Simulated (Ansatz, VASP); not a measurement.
Two plane-wave programs on AlO5

```
CELL_PARAMETERS angstrom
3.27134 0.00000 0.00000
0.00000 3.27134 0.00000
0.00000 0.00000 5.80571
ATOMIC_POSITIONS crystal
Al 0.00000 0.00000 0.50000
O 0.00000 0.50000 0.00000
O 0.50000 0.00000 0.00000
O 0.00000 0.00000 0.89681
O 0.00000 0.00000 0.10319
O 0.50000 0.50000 0.00000
```

Alike in both runs: task relaxation of cell and atoms; functional PBE; k mesh 6 × 6 × 4; occupations gaussian, width 0.1 eV; no spin polarisation.

|  | VASP | Ansatz |
| --- | --- | --- |
| version | VASP 6.6.1 | Ansatz 0.2.0 |
| potentials or method | VASP PAW PBE potentials, release 64 (Al, O) | scalar-relativistic, plane waves, PAW |
| plane-wave cutoff (eV) | 600 | 420 |
| valence electrons in the cell | 33 | 33 |

VASP gave:

| Quantity | Value |
| --- | --- |
| gap on the k mesh at the Fermi level, each at its own relaxed structure (eV) | none |
| relaxed volume (Å³/atom) | 14.10 |
| relaxed cell length with the largest relative difference (Å) | 6.958 |
| energy change over the relaxation (meV/atom) | -1644 |

Q: What did Ansatz give for the same quantities?

A: gap on the k mesh at the Fermi level, each at its own relaxed structure (eV): none; relaxed volume (Å³/atom): 16.03; relaxed cell length with the largest relative difference (Å): 8.461; energy change over the relaxation (meV/atom): -1651.

A gap of «none» marks a metal or a gap that the smearing closes. One of these differences is far larger than is usual between the two programs; its cause wasn't traced.

Caveats: the standard files for N, O and F lose accuracy on very short bonds; the volume moved by over 15 % at a fixed basis, so the end points are rough (VASP); an odd number of electrons without spin polarisation forces a metal; a magnetic or distorted state may lie lower.
